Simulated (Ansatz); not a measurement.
# BeTe: how the settings move a single-point run

Question: which choices in the input matter for BeTe? The cell is built on a prototype (NiAs type) and needn't be the phase found in nature.

Program: Ansatz 0.2.0. Level of theory: reference: DFT, HSE06, plane waves, PAW. These are calculated values, not measurements.

1 further run of the same task is left out (it didn't finish).

## 1. The system as given

The structure is hexagonal, space group P6_3/mmc (No. 194). The conventional cell has a = 3.864 Å, b = 3.864 Å, c = 6.003 Å, α = 90.00°, β = 90.00°, γ = 120.00°. Be (site symmetry -3m) is surrounded by 6 Te at 2.69 Å and 2 Be at 3.00 Å. Te (site symmetry -6m2) is surrounded by 6 Be at 2.69 Å.

Coordinates:

```cif
data_structure
_symmetry_space_group_name_H-M 'P6_3/mmc'
_symmetry_Int_Tables_number 194
_cell_length_a 3.8636
_cell_length_b 3.8636
_cell_length_c 6.0034
_cell_angle_alpha 90.000
_cell_angle_beta 90.000
_cell_angle_gamma 120.000
_cell_volume 77.61
loop_
_atom_site_label
_atom_site_type_symbol
_atom_site_symmetry_multiplicity
_atom_site_Wyckoff_symbol
_atom_site_fract_x
_atom_site_fract_y
_atom_site_fract_z
_atom_site_occupancy
Be1 Be 2 a 0.00000 0.00000 0.00000 1
Te1 Te 2 c 0.33333 0.66667 0.25000 1
```

## 2. The reference run

input.yaml reads:

```yaml
crystal:
  lattice:
    - [3.8635963374, 0.0, 0.0]
    - [-1.9317981687, 3.3459725782, 0.0]
    - [0.0, 0.0, 6.0034039923]
  atoms:
    - { symbol: Be, position: [0.0, 0.0, 0.0] }
    - { symbol: Be, position: [0.0, 0.0, 0.5] }
    - { symbol: Te, position: [0.3333333333, 0.6666666667, 0.25] }
    - { symbol: Te, position: [0.6666666667, 0.3333333333, 0.75] }
kpoints:
  mp_grid: { grid: [6, 6, 2] }
hamiltonian:
  xc: hse06
scf:
  occupations: { method: fermi_dirac, width: 0.02 }
  n_extra_bands: 5
output:
  forces: true
  stress: true
  eigenvalues: true
```

Command:

```sh
> ansatz run input.yaml --threads 4 --pin off --max-ram 3686MiB --backend cpu --events-out ev --progress --plain --runs-dir out
```

## 3. Changing settings: exchange pbe, correlation pbe, coeff 0.3

Changes to input.yaml since step 2:

```diff
@@ -13,3 +13,3 @@
 hamiltonian:
-  xc: hse06
+  xc: { exchange: pbe, correlation: pbe, exx: { coeff: 0.3 } }
 scf:
```

## 4. Changing settings: exchange pbe, correlation pbe, coeff 0.2, omega 0.3

Changes to input.yaml since step 2:

```diff
@@ -13,3 +13,3 @@
 hamiltonian:
-  xc: hse06
+  xc: { exchange: pbe, correlation: pbe, exx: { coeff: 0.2, omega: 0.3 } }
 scf:
```

## 5. Changed: occupations.width 0.001

Changes to input.yaml since step 2:

```diff
@@ -15,3 +15,3 @@
 scf:
-  occupations: { method: fermi_dirac, width: 0.02 }
+  occupations: { method: fermi_dirac, width: 0.001 }
   n_extra_bands: 5
```

Before running it: what results should come out? Wanted: for each run, ending; energy change; pressure; gap; force.

**Answer**, as computed:

```csv
run,ending,energy change,pressure (GPa),gap (eV),force (eV/Å),cycles,time
reference,converged,0,-1.1,0.00,0.00,15,13 s
"1: exchange pbe, correlation pbe, coeff 0.3",converged,not comparable,-1.3,0.00,0.00,23,14 s
"2: exchange pbe, correlation pbe, coeff 0.2, omega 0.3",converged,not comparable,-0.7,0.00,0.00,17,12 s
3: occupations.width 0.001,converged,+0.2 meV/atom (σ→0),-1.1,0.00,0.00,24,15 s
```

Residual by cycle in the longest SCF loop of each run; runs are numbered as in the table. The quantity is the density residual dr2, in eV.

```csv
cycle,reference,run 1,run 2,run 3
1,0.0129,0.0129,0.0129,0.0133
2,8.4e-4,8.4e-4,8.4e-4,6.6e-4
3,1.0e-4,1.0e-4,1.0e-4,6.5e-5
4,3.3e-6,3.3e-6,3.3e-6,2.6e-6
5,7.9e-8,7.7e-8,8.1e-8,7.1e-8
6,5.0e-9,4.4e-9,4.9e-9,2.2e-9
7,8.2e-11,7.9e-11,8.2e-11,1.8e-10
```

«occupations.width 0.001» moves the energy by +0.2 meV/atom.
